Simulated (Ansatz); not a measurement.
Crystal: TaS2.

```
CELL_PARAMETERS angstrom
3.35000 0.00000 0.00000
-1.67500 2.90119 0.00000
0.00000 0.00000 5.86000
ATOMIC_POSITIONS crystal
Ta 0.00000 0.00000 0.00000
S 0.66667 0.33333 0.75000
S 0.33333 0.66667 0.25000
```

Base run:

| Item | Value |
| --- | --- |
| Program | Ansatz 0.2.0 |
| Functional | PBE |
| Potentials or basis | all-electron LAPW, scalar-relativistic |
| Cutoff | 258 eV (chosen from the basis error) |
| Basis error allowed | 0.002 eV/atom |
| k mesh | 9 × 9 × 5 |
| Occupations | gaussian, width 0.03 eV |
| Spin | no spin polarisation |

Its results: band gap on the k mesh none (metal or under the smearing width); pressure 9.1 GPa; largest force 1.244 eV/Å.

The run is repeated on the same cell with these changes: functional from PBE to PBEsol; occupations from gaussian, width 0.03 eV to gaussian, width 0.05 eV. What comes out?

Band gap on the k mesh none (metal or under the smearing width); pressure 4.4 GPa; largest force 0.995 eV/Å.

Caveats: this functional lacks dispersion, which binds the layers, so the pressure and a relaxed spacing across them are unreliable; forces of over 1 eV/Å show positions far from the minimum, so gaps and moduli don't describe the material at rest (some runs).
